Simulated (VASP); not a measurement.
All values below come from PBE GGA with D4 dispersion, VASP's PBE PAW potentials (set 64) (plane waves; VASP).

A VASP calculation is set up with these files.

### POSCAR
```
CsCl
8.3045970
  0.4999999995   0.0000000000   0.0000000000
  0.0000000000   0.4999999995   0.0000000000
  0.0000000000   0.0000000000   0.4999999995
Cs Cl
1 1
direct
  0.0000000000   0.0000000000   0.0000000000
  0.5000000000   0.5000000000   0.5000000000
```

**INCAR**
```
# general
SYSTEM =CsCl
PREC   =Accurate
ENCUT  =520   # plane-wave cut-off (eV)
LREAL  =.FALSE.   # projection in real space or not
LASPH  =.TRUE.

# electronic loop
EDIFF  =1E-7
NELM   =100
ALGO   =Normal   # blocked Davidson
LMAXMIX=4

# smearing
ISMEAR =-5   # tetrahedra, Bloechl

# functional
GGA    =PE   # PBE
IVDW   =13

# ions
ISIF   =2   # forces and stress, cell fixed

# output
LWAVE  =.FALSE.
LCHARG =.TRUE.
LORBIT =11
NEDOS  =601
```

**KPOINTS**
```
Automatic mesh
0
Gamma
7 7 7
0 0 0
```

POTCAR, in this order: Cs_sv Cl (PBE.64 set). Program: vasp_std.

What VASP printed:

File OUTCAR:
```
 ion  position               nearest neighbor table
   1  0.000  0.000  0.000-
   2  0.500  0.500  0.500-
  LATTYP: Found a simple cubic cell.
 ALAT       =     4.1522984955
 Subroutine PRICEL returns:
 Original cell was already a primitive cell.
 Subroutine GETGRP returns: Found 48 space group operations
The static configuration has the point symmetry O_h .
The dynamic configuration has the point symmetry O_h .
 Subroutine INISYM returns: Found 48 space group operations
 Subroutine IBZKPT returns following result:
 Found     20 irreducible k-points:

 Following reciprocal coordinates:
            Coordinates               Weight
  0.000000  0.000000  0.000000      1.000000
  0.142857  0.000000  0.000000      6.000000
  0.285714  0.000000  0.000000      6.000000
  0.428571  0.000000  0.000000      6.000000
  0.142857  0.142857  0.000000     12.000000
  0.285714  0.142857  0.000000     24.000000
  0.428571  0.142857  0.000000     24.000000
  0.285714  0.285714  0.000000     12.000000
  0.428571  0.285714  0.000000     24.000000
  0.428571  0.428571  0.000000     12.000000
  0.142857  0.142857  0.142857      8.000000
  0.285714  0.142857  0.142857     24.000000
  0.428571  0.142857  0.142857     24.000000
  0.285714  0.285714  0.142857     24.000000
  0.428571  0.285714  0.142857     48.000000
  0.428571  0.428571  0.142857     24.000000
  0.285714  0.285714  0.285714      8.000000
  0.428571  0.285714  0.285714     24.000000
  0.428571  0.428571  0.285714     24.000000
  0.428571  0.428571  0.428571      8.000000
   k-points           NKPTS =     20   k-points in BZ     NKDIM =     20   number of bands    NBANDS=     12
   number of dos      NEDOS =    601   number of ions     NIONS =      2
   total plane-waves  NPLWV =  32768
   dimension x,y,z NGX =    32 NGY =   32 NGZ =   32
...
```

OSZICAR:
```
       N       E                     dE             d eps       ncg     rms          rms(c)
DAV:   1     0.981849895085E+02    0.98185E+02   -0.68984E+03   480   0.115E+03
DAV:   2     0.200425133111E+00   -0.97985E+02   -0.93253E+02   728   0.186E+02
DAV:   3    -0.688230659087E+01   -0.70827E+01   -0.70590E+01   604   0.591E+01
DAV:   4    -0.695632689525E+01   -0.74020E-01   -0.73989E-01   552   0.730E+00
DAV:   5    -0.695739913390E+01   -0.10722E-02   -0.10722E-02   612   0.877E-01    0.233E+00
DAV:   6    -0.657965186067E+01    0.37775E+00   -0.64831E-01   556   0.458E+00    0.179E+00
DAV:   7    -0.653384842207E+01    0.45803E-01   -0.20593E-01   616   0.255E+00    0.106E+00
DAV:   8    -0.653463314044E+01   -0.78472E-03   -0.16138E-02   572   0.955E-01    0.140E-01
DAV:   9    -0.653504105411E+01   -0.40791E-03   -0.37697E-03   596   0.395E-01    0.120E-01
DAV:  10    -0.653516360698E+01   -0.12255E-03   -0.31429E-04   572   0.146E-01    0.187E-02
DAV:  11    -0.653518006246E+01   -0.16455E-04   -0.40887E-05   592   0.457E-02    0.631E-03
DAV:  12    -0.653517976722E+01    0.29524E-06   -0.10942E-05   588   0.209E-02    0.339E-03
DAV:  13    -0.653517956830E+01    0.19892E-06   -0.43199E-07   588   0.495E-03    0.129E-03
DAV:  14    -0.653517961050E+01   -0.42197E-07   -0.25999E-07   556   0.293E-03
   1 F= -.68278639E+01 E0= -.68278639E+01  d E =0.000000E+00
```

OUTCAR:
```
------------------------ aborting loop because EDIFF is reached ----------------------------------------
  Edisp (eV):   -0.29268
  FORCE on cell =-STRESS in cart. coord.  units (eV):
  Direction    XX          YY          ZZ          XY          YZ          ZX
  --------------------------------------------------------------------------------------
  Total       0.01068     0.01068     0.01068     0.00000     0.00000    -0.00000
  in kB       0.23910     0.23910     0.23910     0.00000     0.00000    -0.00000
  external pressure =        0.24 kB  Pullay stress =        0.00 kB
  volume of cell :       71.59
      direct lattice vectors                 reciprocal lattice vectors
     4.152298496  0.000000000  0.000000000     0.240830470  0.000000000  0.000000000
     0.000000000  4.152298496  0.000000000     0.000000000  0.240830470  0.000000000
     0.000000000  0.000000000  4.152298496     0.000000000  0.000000000  0.240830470
 POSITION                                       TOTAL-FORCE (eV/Angst)
 -----------------------------------------------------------------------------------
      0.00000      0.00000      0.00000         0.000000      0.000000      0.000000
      2.07615      2.07615      2.07615         0.000000      0.000000      0.000000
 -----------------------------------------------------------------------------------
    total drift:                                0.000000      0.000000     -0.000000
  FREE ENERGIE OF THE ION-ELECTRON SYSTEM (eV)
  ---------------------------------------------------
  free  energy   TOTEN  =        -6.8278639454 eV

  energy  without entropy=       -6.8278639454  energy(sigma->0) =       -6.82786395

 total charge

# of ion       s       p       d       tot
------------------------------------------
    1        1.834   4.711   0.029   6.574
    2        1.590   3.549   0.000   5.140
--------------------------------------------------
tot          3.425   8.260   0.029  11.713
```
(Selected blocks of OUTCAR.)

OUTCAR:
```
 val. band max:       -0.4270490268   @ k =   0.0000   0.0000   0.0000

 cond. band min:       4.7383082946   @ k =   0.0000   0.0000   0.0000


 Fermi energy:        -0.3876118722

 k-point     1 :       0.0000    0.0000    0.0000
  band No.  band energies     occupation
      1     -19.8370      2.00000
      2     -12.5762      2.00000
      3      -6.3383      2.00000
      4      -6.3383      2.00000
      5      -6.3383      2.00000
      6      -0.4270      2.00000
      7      -0.4270      2.00000
      8      -0.4270      2.00000
      9       4.7383      0.00000
     10       4.9863      0.00000
     11       4.9863      0.00000
     12       9.5244      0.00000

 k-point     2 :       0.1429    0.0000    0.0000
  band No.  band energies     occupation
      1     -19.8231      2.00000
      2     -12.5822      2.00000
      3      -6.4457      2.00000
      4      -6.3145      2.00000
      5      -6.3145      2.00000
      6      -0.6830      2.00000
      7      -0.4663      2.00000
      8      -0.4663      2.00000
      9       5.1197      0.00000
     10       5.1947      0.00000
     11       5.4608      0.00000
     12       9.3579      0.00000

 k-point     3 :       0.2857    0.0000    0.0000
  band No.  band energies     occupation
      1     -19.7916      2.00000
      2     -12.5976      2.00000
      3      -6.6665      2.00000
      4      -6.2597      2.00000
      5      -6.2597      2.00000
      6      -1.1708      2.00000
      7      -0.5574      2.00000
      8      -0.5574      2.00000
      9       5.4843      0.00000
     10       6.1413      0.00000
     11       6.7504      0.00000
     12       9.1051      0.00000

 k-point     4 :       0.4286    0.0000    0.0000
  band No.  band energies     occupation
      1     -19.7659      2.00000
      2     -12.6118      2.00000
      3      -6.8257      2.00000
      4      -6.2143      2.00000
      5      -6.2143      2.00000
      6      -1.5054      2.00000
...
```

Unless said otherwise, spin-orbit coupling is left out, though it shifts the bands of the heavy elements here.

The compound is CsCl in the CsCl type structure. It was relaxed first.
